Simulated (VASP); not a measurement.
Crystal: Cs2AgBiBr6.

```xyz
10
Lattice="0.0000 5.6161 5.6161 5.6161 0.0000 5.6161 5.6161 5.6161 0.0000" Properties=species:S:1:pos:R:3 pbc="T T T"
Bi    0.0000    0.0000    0.0000
Cs    8.4242    8.4242    8.4242
Cs    2.8081    2.8081    2.8081
Ag    5.6161    5.6161    5.6161
Br    5.6161    5.6161    8.4180
Br    5.6161    5.6161    2.8142
Br    2.8142    5.6161    5.6161
Br    5.6161    8.4180    5.6161
Br    8.4180    5.6161    5.6161
Br    5.6161    2.8142    5.6161
```

* Program: VASP 6.6.1
* Task: relaxation of cell and atoms
* Functional: PBE
* Potentials or basis: VASP PAW PBE potentials, release 64 (Bi_d, Cs_sv, Ag, Br)
* Cutoff: 600 eV
* k mesh: 3 × 3 × 3
* Occupations: fermi-dirac, width 0.05 eV
* Spin: no spin polarisation

At the start: pressure 1.9 GPa; volume 35.43 Å³/atom.

Where does the relaxation end?

Over 6 steps the energy falls by 13.7 meV/atom and the volume is 37.75 Å³/atom (+6.5 %); space group Fm-3m (No. 225, to 0.05 Å).

The path:
```csv
step,energy change (eV),largest force (eV/Å),pressure (GPa),volume (Å³)
1,0.0000,0.2916,1.87,354.27
2,-0.1363,0.0226,0.10,375.87
3,-0.1366,0.0363,0.02,376.99
4,-0.1366,0.0306,0.05,376.53
5,-0.1369,0.0200,0.04,376.84
6,-0.1372,0.0007,0.03,377.46
```

Final structure:
```
Bi Cs Ag Br
1.0
     0.00000    5.73606    5.73606
     5.73606    0.00000    5.73606
     5.73606    5.73606    0.00000
Bi Cs Ag Br
1 2 1 6
Direct
  0.00000 0.00000 0.00000
  0.75000 0.75000 0.75000
  0.25000 0.25000 0.25000
  0.50000 0.50000 0.50000
  0.74860 0.74860 0.25140
  0.25140 0.25140 0.74860
  0.74860 0.25140 0.25140
  0.74860 0.25140 0.74860
  0.25140 0.74860 0.74860
  0.25140 0.74860 0.25140
```
